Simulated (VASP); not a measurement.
Set up this calculation in VASP 6.6.1, as the native input.

- Task: relaxation of cell and atoms
- Functional: PBE
- Potentials or basis: VASP PAW PBE potentials, release 64 (C_GW)
- Cutoff: 630 eV
- k mesh: 12 × 12 × 4
- Occupations: fermi-dirac, width 0.05 eV
- Spin: no spin polarisation
- Further INCAR settings: ALGO = Normal; EDIFF = 1e-06; IBRION = 2; EDIFFG = -0.02; NSW = 60; ISIF = 3

The structure of C lies in POSCAR:

```
C
1.0
    2.5221000000      0.0000000000      0.0000000000
   -1.2610500000      2.1842026709      0.0000000000
    0.0000000000      0.0000000000      8.2371000000
C
8
Direct
    0.6666666667      0.3333333333      0.8437500000
    0.3333333333      0.6666666667      0.3437500000
    0.6666666667      0.3333333333      0.6562500000
    0.3333333333      0.6666666667      0.1562500000
    0.0000000000      0.0000000000      0.9062500000
    0.0000000000      0.0000000000      0.4062500000
    0.0000000000      0.0000000000      0.5937500000
    0.0000000000      0.0000000000      0.0937500000
```

This is a hexagonal form of diamond, not graphite.

These files were run (other wordings do the same):

INCAR

```
SYSTEM = C
ALGO = Normal
EDIFF = 1E-6
EDIFFG = -0.02
ENCUT = 630
GGA = PE
IBRION = 2
ISIF = 3
ISMEAR = -1
LASPH = .TRUE.
LCHARG = .FALSE.
LREAL = .FALSE.
LWAVE = .FALSE.
NELM = 60
NSW = 60
PREC = Accurate
SIGMA = 0.05
```

KPOINTS

```
k-points
0
G
  12 12 4
  0 0 0
```

Potentials or basis: VASP PAW PBE potentials, release 64 (C_GW).

Command:

```bash
$ cat potpaw_PBE.64/C_GW/POTCAR > POTCAR
$ mpirun -np 1 vasp_std > vasp.out
```

It gave:

| Property | Result |
| --- | --- |
| Relaxed volume | 5.70 Å³/atom |
| Relaxed cell | a = 2.518 Å, b = 2.518 Å, c = 8.303 Å, α = 90.00°, β = 90.00°, γ = 120.00° |
| Space group after relaxing (to 0.05 Å) | P6_3/mmc (No. 194) |
| Energy gained by relaxing | 2.5 meV/atom |
| Ionic steps | 6 |
| Pressure after relaxing | 0.0 GPa |
| Largest force after relaxing | 0.003 eV/Å |
| Band gap on the k mesh | 4.53 eV, indirect (least direct gap 5.30 eV) |

Run time: 3.6 min on 1 thread of Intel(R) Xeon(R) Platinum 8259CL CPU @ 2.50GHz (Skylake/Cascade Lake), on a shared host, peak memory 0.21 GiB.
